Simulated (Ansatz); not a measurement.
Input of an Ansatz 0.2.0 run:

Contents of input.yaml:

```yaml
crystal:
  lattice:
    - [2.4480228978, 0.0, 0.0]
    - [-1.2240114489, 2.1200500186, 0.0]
    - [0.0, 0.0, 4.07280757]
  atoms:
    - { symbol: Ni, position: [0.6666666667, 0.3333333333, 0.75] }
    - { symbol: Ni, position: [0.3333333333, 0.6666666667, 0.25] }
hamiltonian:
  xc: r2scan
  pseudopotentials: { kind: paw, partial_waves: polarizable }
  dispersion: d3bj
  hubbard:
    sites: [{ species: Ni, l: d, u_eff: 1.0 }]
    projectors: ortho-atomic
    double_counting: fll
magnetization:
  spin_polarized: true
kpoints:
  mp_grid: { grid: [12, 12, 7] }
scf:
  occupations: { method: fermi_dirac, width: 0.05 }
output:
  forces: true
  stress: true
  eigenvalues: true
  xc_energy_on_converged_density: [lda, pbe, pbesol, rpbe, revpbe, blyp]
  write_density: true
  write_potential: true
  elf: true
  volumetric_format: npy
```

Potentials or basis: Ansatz PAW polarizable.

The run is started by

```console
$ ansatz run input.yaml --threads 2 --pin off --max-ram 5120MiB --backend cpu --events-out ev --progress --plain --runs-dir out
```

Problem. What does it give for the pressure?

Solution. -2.5 GPa.

Problem. Estimate the net moment.

Solution. 1.52 μB per cell.

Problem. Estimate the band gap on the k mesh.

Solution. None (metal or under the smearing width).

Problem. What does it give for the absolute moment?

Solution. 1.86 μB per cell.

Stress tensor (GPa, compression positive):
```
-2.90  0.00  0.00
 0.00 -2.90  0.00
 0.00  0.00 -1.55
```

Caveat: the magnetic or orbital state may not be the lowest; pairwise dispersion overbinds metals, which lowers pressure and volume; the PAW data sets come from PBE, with cores solved anew for the run's functional, which leaves a small shift of forces and pressure; the U is typed as a test and isn't derived for this compound; the dispersion damping was fitted for another functional or another form of the correction. The state reached can hang on the start; a lower one may exist.
